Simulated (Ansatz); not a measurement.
An input for Ansatz 0.2.0 (PbO2):

Contents of input.yaml:

```yaml
crystal:
  lattice:
    - [0.0, 2.701992, 2.701992]
    - [2.701992, 0.0, 2.701992]
    - [2.701992, 2.701992, 0.0]
  atoms:
    - { symbol: Pb, position: [0.0, 0.0, 0.0], spin: 0.501, spin_axis: [0.354, 0.354, 0.0] }
    - { symbol: O, position: [0.75, 0.75, 0.75] }
    - { symbol: O, position: [0.25, 0.25, 0.25] }
hamiltonian:
  xc: lda
  pseudopotentials: { kind: nc_fr, source: spms, xc_functional: pbe }
  dispersion: d4
magnetization:
  noncollinear: true
  spin_orbit: true
kpoints:
  mp_grid: { grid: [9, 9, 9] }
scf:
  occupations: { method: methfessel_paxton, width: 0.05 }
  n_extra_bands: 7
output:
  forces: true
  stress: true
  eigenvalues: true
  dos: { projected: false, de: 0.05, nscf_kmesh: { grid: [14, 14, 14] } }
```

Potentials or basis: SPMS NC.

The run is started by

```console
$ ansatz run input.yaml --threads 2 --pin off --max-ram 5120MiB --backend cpu --events-out ev --progress --plain --runs-dir out
```

Task: How does this run end?

Result: The run stopped without a result. It printed:

Output:

```text
Error: inconsistent input (hamiltonian.pseudopotentials.source, hamiltonian.pseudopotentials.kind): this build's library has no table of `source: spms` for `kind: nc_fr` and the PBE files: it has one for `kind: nc` and the PBE files. Leave `source` out
```
